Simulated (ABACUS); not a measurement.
# W under changes of volume

One of the cells (15.848 Å³/atom); the others are scaled copies at fixed shape and fractional positions:

```xyz
1
Lattice="-1.5823 1.5823 1.5823 1.5823 -1.5823 1.5823 1.5823 1.5823 -1.5823" Properties=species:S:1:pos:R:3 pbc="T T T"
W     0.0000    0.0000    0.0000
```

```yaml
Program: ABACUS 3.10.1
Functional: PBE
Potentials_or_basis: PseudoDojo NC SR 0.4.1 PBE standard
Cutoff: 1361 eV
Density_cutoff: 5442 eV
Basis: DZP LCAO (the cutoffs set its grid)
k_mesh: 12 × 12 × 12
Occupations: fermi-dirac, width 0.05 eV
Spin: no spin polarisation
```

```tsv
volume (Å³/atom)	energy over the lowest point (meV/atom)	pressure (GPa)
14.897	117.12	30.4
15.214	65.58	22.0
15.531	29.79	14.3
15.848	8.36	7.4
16.165	0.00	1.0
16.482	?	?
16.798	18.03	-10.0
```

Task: What does the run at 16.482 Å³/atom give?

Result: Energy over the lowest point 3.54 meV/atom; pressure -4.7 GPa.

Worked out: A Birch-Murnaghan fit of order 3 (a polynomial in V^(-2/3)) to the other rows has its minimum at 16.22 Å³/atom with B0 = V·E''(V) = 303 GPa and B' = 3.7. It gives 3.60 meV/atom at 16.482 Å³/atom, against the run's 3.54, and -dE/dV = -4.7 GPa, against -4.7.

Energies are extrapolated to zero smearing.

Caveats: the atomic orbitals were generated for these runs and aren't a published set; the basis of atomic orbitals isn't converged, which shifts pressures, moduli and gaps.
